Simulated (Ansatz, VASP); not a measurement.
# InP: VASP beside Ansatz

File INCAR:

```
ALGO = Fast ; EDIFF = 1E-6
ENCUT = 520 ; GGA = PE
ISIF = 2 ; ISMEAR = 0
LASPH = T ; LCHARG = T
LELF = T ; LREAL = F
LVHAR = T ; LWAVE = F
NBANDS = 16 ; NELM = 100
PREC = Accurate ; SIGMA = 0.15
```

Contents of KPOINTS:

```
k-points
0
Gamma
  20 20 20
```

POSCAR

```
InP
1.0
    0.0000000000      2.7206651474      2.9483848203
    2.7206651474      0.0000000000      2.9483848203
    2.7206651474      2.7206651474      0.0000000000
In P
1 1
Direct
    0.0000000000      0.0000000000      0.0000000000
    0.5000000000      0.5000000000      0.5000000000
```

Input for Ansatz:

```yaml
crystal:
  lattice:
    - [0.0, 2.7206651474, 2.9483848203]
    - [2.7206651474, 0.0, 2.9483848203]
    - [2.7206651474, 2.7206651474, 0.0]
  atoms:
    - { symbol: In, position: [0.0, 0.0, 0.0] }
    - { symbol: P, position: [0.5, 0.5, 0.5] }
basis:
  ecutwfc: 420
kpoints:
  mp_grid: { grid: [20, 20, 20] }
hamiltonian:
  xc: pbe
scf:
  occupations: { method: gaussian, width: 0.15 }
output:
  forces: true
  stress: true
  eigenvalues: true
```

Alike in both runs: task single point; functional PBE; k mesh 20 × 20 × 20; occupations gaussian, width 0.15 eV; no spin polarisation.

|  | VASP | Ansatz |
| --- | --- | --- |
| version | VASP 6.6.1 | Ansatz 0.2.0 |
| potentials or method | VASP PAW PBE potentials, release 64 (In_d, P) | scalar-relativistic, plane waves, PAW |
| plane-wave cutoff (eV) | 520 | 420 |
| valence electrons in the cell | 18 | 18 |

|  | VASP | Ansatz | Ansatz less VASP |
| --- | --- | --- | --- |
| gap on the k mesh at the Fermi level (eV) | none | none | - |
| pressure (GPa) | -1.1 | -1.0 | +0.05 |
| largest component of the traceless stress (GPa) | 4.09 | 4.10 | +0.007 |

A gap of «none» marks a metal or a gap that the smearing closes.
